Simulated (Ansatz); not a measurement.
# P under changes of volume

One of the cells (20.458 Å³/atom); the others are scaled copies at fixed shape and fractional positions:

```
CELL_PARAMETERS angstrom
1.64774 -5.46504 0.00000
1.64774 5.46504 0.00000
0.00000 0.00000 4.54364
ATOMIC_POSITIONS crystal
P 0.90414 0.09586 0.58882
P 0.09586 0.90414 0.41118
P 0.59586 0.40414 0.08882
P 0.40414 0.59586 0.91118
```

| Quantity | Value |
| --- | --- |
| Program | Ansatz 0.2.0 |
| Functional | PBE |
| Dispersion | D3(BJ) |
| Potentials or basis | Ansatz PAW |
| Cutoff | 420 eV (not typed: the program's choice for these potentials) |
| k mesh | 8 × 8 × 6 |
| Occupations | fermi-dirac, width 0.05 eV |
| Spin | no spin polarisation |

```csv
volume (Å³/atom),energy over the lowest point (meV/atom),pressure (GPa),gap on the mesh (eV),largest force (eV/Å)
19.230,?,?,?,?
19.639,4.13,2.5,0.04,0.719
20.049,0.00,0.8,0.06,0.527
20.458,0.01,-0.8,0.10,0.353
20.867,3.73,-2.1,0.13,0.202
21.276,10.79,-3.4,0.17,0.118
21.685,20.85,-4.5,0.21,0.183
```

Question: What does the run at 19.230 Å³/atom give?

Answer: Energy over the lowest point 12.88 meV/atom; pressure 4.4 GPa; gap on the mesh 0.02 eV; largest force 0.928 eV/Å.

Worked out: A Birch-Murnaghan fit of order 3 (a polynomial in V^(-2/3)) to the other rows has its minimum at 20.25 Å³/atom with B0 = V·E''(V) = 76 GPa and B' = 4.3 at fixed shape and positions, which overstates the stiffness. It gives 12.85 meV/atom at 19.230 Å³/atom, against the run's 12.88, and -dE/dV = 4.4 GPa, against 4.4.

Energies are extrapolated to zero smearing.

A mesh can miss the band edges.
